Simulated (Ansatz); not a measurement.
Starting cell, LaAlO3 (cubic perovskite):

```xyz
10
Lattice="7.6248 0.0000 0.0000 3.8124 3.8124 0.0000 0.0000 0.0000 3.8124" Properties=species:S:1:pos:R:3 pbc="T T T"
La     0.0000     0.0000     0.0000
La     3.8124     0.0000     0.0000
Al     1.9062     1.9062     1.9062
Al     5.7186     1.9062     1.9062
O      7.6248     1.9062     1.9062
O      3.8124     1.9062     1.9062
O      1.9062     1.9062     0.0000
O      5.7186     1.9062     0.0000
O      1.9062     0.0000     1.9062
O      5.7186     0.0000     1.9062
```

The atoms are displaced by Q × the pattern below (from a DFPT mode at M = (0.5, 0.5, 0.0), largest move 1; Q in Å), at fixed cell. (q is in reciprocal vectors of the primitive cell; the cell shown is doubled to hold the pattern.)

| atom | x | y | z |
|---|---|---|---|
| O5 | 0.000 | 1.000 | 0.000 |
| O6 | 0.000 | -1.000 | 0.000 |
| O9 | -1.000 | 0.000 | 0.000 |
| O10 | 1.000 | 0.000 | 0.000 |

Atoms not listed stay in place.

Computed with PBE (plane waves to 420 eV, PAW, scalar-relativistic; Ansatz, an electronic-structure program). k mesh 9×9×9 (Γ-centred), Fermi-Dirac smearing 0.05 eV. Stress and pressure are positive under compression. LaAlO3 is run without spin polarisation. LaAlO3 was relaxed with its symmetry unable to fall. This is a high-temperature form of LaAlO3. 

| Q (Å) | P (GPa) |
|---|---|
| -0.176 | ? |
| -0.147 | 0.53 |
| -0.117 | 0.34 |
| -0.088 | 0.19 |
| -0.059 | 0.09 |
| -0.029 | 0.03 |
| 0.000 | 0.01 |
| 0.029 | 0.03 |
| 0.059 | 0.09 |
| 0.088 | 0.19 |
| 0.117 | 0.34 |
| 0.147 | 0.53 |
| 0.176 | ? |

**Question.** What belongs in the gaps?

**Answer.** 
- -0.176, P (GPa): 0.76
- 0.176, P (GPa): 0.76

(For displaced atoms, the force is minus the slope of the energy, and its curvature is a force constant, which sets phonon frequencies.)
